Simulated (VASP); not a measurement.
Set up this calculation in VASP 6.6.1, as the native input.

```
Task                    : density of states
Functional              : PBE
Potentials or basis     : VASP PAW PBE potentials, release 64 (Ta_pv)
Cutoff                  : 520 eV
k mesh                  : 22 × 22 × 22
Occupations             : methfessel-paxton, width 0.1 eV
Spin                    : no spin polarisation
k mesh for the DOS      : 33 × 33 × 33
Occupations for the DOS : tetrahedron
Further INCAR settings  : ALGO = Fast; EDIFF = 1e-06; NBANDS = 12
```

Crystal: Ta.

```
Ta
1.0
    -1.66000    1.66000    1.66000
     1.66000   -1.66000    1.66000
     1.66000    1.66000   -1.66000
Ta
1
Direct
  0.00000 0.00000 0.00000
```

The cell was built by a generator and needn't be a form met in nature.

The input as run:

POSCAR

```
Ta                                      
1.0
   -1.6600000000      1.6600000000      1.6600000000
    1.6600000000     -1.6600000000      1.6600000000
    1.6600000000      1.6600000000     -1.6600000000
  Ta            
     1
Direct
     0.0000000000000000    0.0000000000000000    0.0000000000000000
```

INCAR.step1

```
ALGO = Fast ; EDIFF = 1E-6
ENCUT = 520 ; GGA = PE
ISIF = 2 ; ISMEAR = 1
LASPH = T ; LCHARG = T
LMAXMIX = 4 ; LREAL = F
LWAVE = F ; NBANDS = 12
NELM = 100 ; PREC = Accurate
SIGMA = 0.1
```

KPOINTS.step1

```
k-points
0
Gamma
  22 22 22
```

INCAR.step2

```
ALGO = Fast ; EDIFF = 1E-6
ENCUT = 520 ; GGA = PE
ICHARG = 11 ; ISIF = 2
ISMEAR = -5 ; LASPH = T
LCHARG = F ; LMAXMIX = 4
LORBIT = 10 ; LREAL = F
LWAVE = F ; NBANDS = 12
NEDOS = 1001 ; NELM = 100
PREC = Accurate ; SIGMA = 0.1
```

KPOINTS.step2

```
k-points
0
Gamma
  33 33 33
```

Potentials or basis: VASP PAW PBE potentials, release 64 (Ta_pv).

Launch:

```console
$ cat potpaw_PBE.64/Ta_pv/POTCAR > POTCAR
$ cp INCAR.step1 INCAR
$ cp KPOINTS.step1 KPOINTS
$ mpirun -np 1 vasp_std > vasp.out
$ cp INCAR.step2 INCAR
$ cp KPOINTS.step2 KPOINTS
$ mpirun -np 1 vasp_std > vasp.out
```

Results of the run:

```
Valence electrons inside the program's atomic spheres : Ta 8.90
```

Wall time 2.4 min on 1 thread of Intel(R) Xeon(R) Platinum 8488C (Sapphire Rapids) (shared host), peak memory 0.4 GiB.
